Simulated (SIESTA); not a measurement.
# Si2W (I4/mmm) in SIESTA: notebook, part 2 of 2

SIESTA 5.4.2. Earlier steps stand in the parts before.

## 3. Single point, PBE (cell strained along z)

The input, Si2W.fdf:

```
SystemName                      Si2W
SystemLabel                     Si2W
NumberOfSpecies                 2
NumberOfAtoms                   3
%block ChemicalSpeciesLabel
  1  74 W
  2  14 Si
%endblock ChemicalSpeciesLabel
%include structure.fdf

%block kgrid.MonkhorstPack
    8   0   0  0.0
    0   8   0  0.0
    0   0   8  0.0
%endblock kgrid.MonkhorstPack
XC.Functional                   GGA
XC.Authors                      PBE
PAO.BasisSize                   DZP
PAO.EnergyShift                 0.003 Ry
Mesh.Cutoff                     800 Ry
OccupationFunction              FD
ElectronicTemperature           0.05 eV
MaxSCFIterations                120
SCF.MustConverge                false
SCF.Mixer.Method                Pulay
SCF.Mixer.Weight                0.25
SCF.Mixer.History               8
SCF.DM.Tolerance                5.0e-05
SCF.H.Tolerance                 1.0e-03 eV
WriteForces                     true
Charge.Mulliken                 end
%block PAO.Basis
  W 5
  n=5 0 2
    3.045 0.000
  n=6 0 2
    7.641 0.000
  n=5 1 2
    3.655 0.000
  n=6 1 1
    7.641
  n=5 2 2
    6.655 0.000
%endblock PAO.Basis
```

The input, structure.fdf:

```
LatticeConstant                 1.0 Ang
%block LatticeVectors
    -1.6069000000     1.6069000000     3.8366510000
     1.6069000000    -1.6069000000     3.8366510000
     1.6069000000     1.6069000000    -3.8366510000
%endblock LatticeVectors
AtomicCoordinatesFormat         Fractional
%block AtomicCoordinatesAndAtomicSpecies
     0.0000000000     0.0000000000     0.0000000000  1  W
     0.6653000000     0.6653000000     0.0000000000  2  Si
     0.3347000000     0.3347000000     0.0000000000  2  Si
%endblock AtomicCoordinatesAndAtomicSpecies
```

Potentials or basis: PseudoDojo 0.4 standard (PBE files), DZP (energy shift 0.003 Ry; two zetas on semicore shells).

Started as:

```console
$ siesta Si2W.fdf > Si2W.out 2>&1
```

Si2W.out:

```text
Version         : 5.4.2

[... 6 lines left out ...]
 NOTE: Please see the manual for full details and compatibility measures.

reinit: Reading from file Si2W.fdf

reinit: -----------------------------------------------------------------------
reinit: System Name: Si2W
reinit: -----------------------------------------------------------------------
reinit: System Label: Si2W
reinit: -----------------------------------------------------------------------

initatom: Reading input for the pseudopotentials and atomic orbitals ----------
Species number:   1 Atomic number:   74 Label: W
Species number:   2 Atomic number:   14 Label: Si

Ground state valence configuration (from tables):   6s02  6p00  5d04  5f00
Ground state valence configuration (from tables):   3s02  3p02  3d00  4f00

---- Processing specs for species: W
Reading pseudopotential information in PSML from:
  W.psml
PSML file version: 1.1
Using libxc ids:  101 130
GGA--PBE XC_GGA_X_PBE--XC_GGA_C_PBE pb
Semicore shell(s) with  8 electrons included in the valence for W

[... 657 lines left out ...]
siesta: Pressure (static):
siesta:                Solid            Molecule  Units
siesta:           0.00067527          0.00063535  Ry/Bohr**3
siesta:           0.06200025          0.05833470  eV/Ang**3
siesta:          99.33534528         93.46249485  kBar

Basis Enthalpy Calculation:
    Basis Pressure for species 1(W) :      0.2000000 GPa
    Basis Pressure for species 2(Si) :      0.2000000 GPa

    Orbital volume contribution        =           3.458059 eV
    (Free)E + p_basis*V_orbitals       =       -2291.213556 eV
    (Free)Eharris+ p_basis*V_orbitals  =       -2291.213556 eV

mulliken: Atomic and Orbital Populations:

Species: W
Atom  Qatom  Qorb
               5s      5s      6s      6s      5py     5pz     5px     5py
               5pz     5px     6py     6pz     6px     5dxy    5dyz    5dz2
               5dxz    5dx2-y2 5dxy    5dyz    5dz2    5dxz    5dx2-y2
   1 13.176   1.850   0.040  -0.171   0.212   1.948   1.956   1.948   0.049
              0.042   0.049   0.137   0.263   0.137   0.925   1.106   0.850

              1.106   0.929   0.038  -0.049  -0.009  -0.049  -0.132

Species: Si
Atom  Qatom  Qorb
               3s      3s      3py     3pz     3px     3py     3pz     3px
               3Pdxy   3Pdyz   3Pdz2   3Pdxz   3Pdx2-y2
   2  4.412   1.505  -0.027   0.159   0.150   0.159   0.522   0.537   0.522
              0.200   0.180   0.191   0.180   0.134
   3  4.412   1.505  -0.027   0.159   0.150   0.159   0.522   0.537   0.522
              0.200   0.180   0.191   0.180   0.134

mulliken: Qtot =       22.000

Mulliken Atomic Populations:
Atom #   charge [q] valence [e]  Species
     1     0.823728   13.176272  W
     2    -0.411864    4.411864  Si
     3    -0.411864    4.411864  Si
 Total     0.000000

Job completed
```

It took 2.2 min on 1 thread of Arm Neoverse V1, shared host; peak memory 0.43 GiB.

What came out:

```yaml
Free_energy: -2294.6716 eV
Pressure: 9.9 GPa
Largest_force: 0.172 eV/Å
Band_gap_on_the_k_mesh: none (metal or under the smearing width)
```

Forces on the atoms (eV/Å):
```
W    0.000  0.000  0.000
Si   0.000  0.000  0.172
Si   0.000  0.000 -0.172
```

Caveat: short orbitals over semicore shells can move pressures by several GPa; the basis of atomic orbitals isn't converged, which shifts pressures, moduli and gaps. The run has no spin-orbit coupling, so splittings on W are missing.

## 4. Single point, PBE (cell strained along z)

Si2W.fdf is that of step 3.

Changes to structure.fdf since step 3:

```diff
@@ -2,5 +2,5 @@
 %block LatticeVectors
-    -1.6069000000     1.6069000000     3.8366510000
-     1.6069000000    -1.6069000000     3.8366510000
-     1.6069000000     1.6069000000    -3.8366510000
+    -1.6069000000     1.6069000000     3.8758005000
+     1.6069000000    -1.6069000000     3.8758005000
+     1.6069000000     1.6069000000    -3.8758005000
 %endblock LatticeVectors
```

Started as:

```console
$ siesta < Si2W.fdf > Si2W.out 2>&1
```

It took 2.2 min on 1 thread of Arm Neoverse V1, shared host; peak memory 0.43 GiB.

The run converged. Its results:

| Quantity | Value |
| --- | --- |
| Free energy | -2294.7051 eV |
| Pressure | 7.1 GPa |
| Largest force | 0.149 eV/Å |
| Band gap on the k mesh | none (metal or under the smearing width) |

Forces in eV/Å, atoms in the order of the input:
```
W    0.000  0.000  0.000
Si   0.000  0.000  0.149
Si   0.000  0.000 -0.149
```

Stress tensor (GPa, compression positive):
```
 5.57  0.00  0.00
 0.00  5.57  0.00
 0.00  0.00 10.16
```

Caveat: short orbitals over semicore shells can move pressures by several GPa; the basis of atomic orbitals isn't converged, which shifts pressures, moduli and gaps.

## 5. Single point, PBE (cell strained along z)

Si2W.fdf is that of step 4.

Changes to structure.fdf since step 4:

```diff
@@ -2,5 +2,5 @@
 %block LatticeVectors
-    -1.6069000000     1.6069000000     3.8758005000
-     1.6069000000    -1.6069000000     3.8758005000
-     1.6069000000     1.6069000000    -3.8758005000
+    -1.6069000000     1.6069000000     3.9149500000
+     1.6069000000    -1.6069000000     3.9149500000
+     1.6069000000     1.6069000000    -3.9149500000
 %endblock LatticeVectors
```

Started as:

```console
$ siesta Si2W.fdf > Si2W.out 2>&1
```

Run time: 2.2 min. Hardware: 1 thread of Arm Neoverse V1, shared host; peak memory 0.43 GiB.

It converged, with:

```yaml
Free_energy: -2294.7234 eV
Pressure: 4.5 GPa
Largest_force: 0.110 eV/Å
Band_gap_on_the_k_mesh: none (metal or under the smearing width)
```

Forces in eV/Å, atoms in the order of the input:
```
W    0.000  0.000  0.000
Si   0.000  0.000  0.110
Si   0.000  0.000 -0.110
```

Stress tensor (GPa, compression positive):
```
4.59 0.00 0.00
0.00 4.59 0.00
0.00 0.00 4.43
```

Caveat: short orbitals over semicore shells can move pressures by several GPa; the basis of atomic orbitals isn't converged, which shifts pressures, moduli and gaps.
